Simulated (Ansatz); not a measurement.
A run of Ansatz 0.2.0 is set up as follows.

Contents of input.yaml:

```yaml
crystal:
  lattice:
    - [2.9065, 0.0, 0.0]
    - [-1.45325, 2.5171028361, 0.0]
    - [0.0, 0.0, 2.8366]
  atoms:
    - { symbol: W, position: [0.0, 0.0, 0.0] }
    - { symbol: C, position: [0.6666666667, 0.3333333333, 0.5] }
hamiltonian:
  xc: pbe
  pseudopotentials: { kind: paw }
kpoints:
  mp_grid: { grid: [10, 10, 9] }
scf:
  occupations: { method: gaussian, width: 0.013 }
output:
  forces: true
  stress: true
  eigenvalues: true
  write_density: true
  write_potential: true
  elf: true
  volumetric_format: npy
```

Potentials or basis: Ansatz PAW.

Launch:

```console
$ ansatz run input.yaml --threads 2 --pin off --max-ram 5632MiB --backend cpu --events-out ev --progress --plain --runs-dir out
```

Question: Predict the band gap on the k mesh.

Answer: None (metal or under the smearing width).

Question: Estimate the pressure.

Answer: 5.6 GPa.

Stress tensor (GPa, compression positive):
```
5.90 0.00 0.00
0.00 5.90 0.00
0.00 0.00 4.99
```

Caveat: the pressure holds a Pulay correction of +0.3 GPa for the finite cutoff. The run has no spin-orbit coupling, so splittings on W are missing.
